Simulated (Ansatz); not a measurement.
# Sb: the cost of one run

Computed with Ansatz 0.2.0 (DFT PBE, scalar-relativistic, plane waves, PAW, unless a step's input says otherwise).

## (1) The system as given

Symmetry: I-43m, No. 217, cubic system. The conventional cell has a = 6.167 Å, b = 6.167 Å, c = 6.167 Å, α = 90.00°, β = 90.00°, γ = 90.00°. Sb (site symmetry 3m) is surrounded by 6 Sb at 3.13 Å.

Coordinates:

```cif
data_structure
_symmetry_space_group_name_H-M 'P 1'
_symmetry_Int_Tables_number 1
_cell_length_a 5.3405
_cell_length_b 5.3405
_cell_length_c 5.3405
_cell_angle_alpha 109.471
_cell_angle_beta 109.471
_cell_angle_gamma 109.471
_cell_volume 117.25
loop_
_atom_site_label
_atom_site_type_symbol
_atom_site_fract_x
_atom_site_fract_y
_atom_site_fract_z
_atom_site_occupancy
Sb1 Sb 0.56179 0.00000 0.00000 1
Sb2 Sb 0.00000 0.56179 0.00000 1
Sb3 Sb 0.00000 0.00000 0.56179 1
Sb4 Sb 0.43821 0.43821 0.43821 1
```

The guess is a distorted database cell: Sb type (Pm-3m) distorted into a subgroup (I-43m, No. 217).

## (2) Probe: one point on a coarse mesh

input.yaml reads:

```yaml
crystal:
  lattice:
    - [-3.08334351, 3.08334351, 3.08334351]
    - [3.08334351, -3.08334351, 3.08334351]
    - [3.08334351, 3.08334351, -3.08334351]
  atoms:
    - { symbol: Sb, position: [0.56179188, 0.0, 0.0] }
    - { symbol: Sb, position: [0.0, 0.56179188, 0.0] }
    - { symbol: Sb, position: [0.0, 0.0, 0.56179188] }
    - { symbol: Sb, position: [0.43820812, 0.43820812, 0.43820812] }
basis:
  ecutwfc: 420
kpoints:
  mp_grid: { grid: [4, 4, 4] }
hamiltonian:
  xc: pbe
scf:
  occupations: { method: gaussian, width: 0.1 }
  lower_state_search: "off"
output:
  forces: true
  stress: true
  eigenvalues: true
```

Command:

```sh
$ ansatz run input.yaml --threads 1 --pin off --max-ram 2048MiB --backend cpu --events-out ev --progress --plain --runs-dir out
```

Q: Estimate wall time and peak memory on 1 thread of Arm Neoverse N1, shared host.

About 5 s, with a peak of 0.32 GiB.
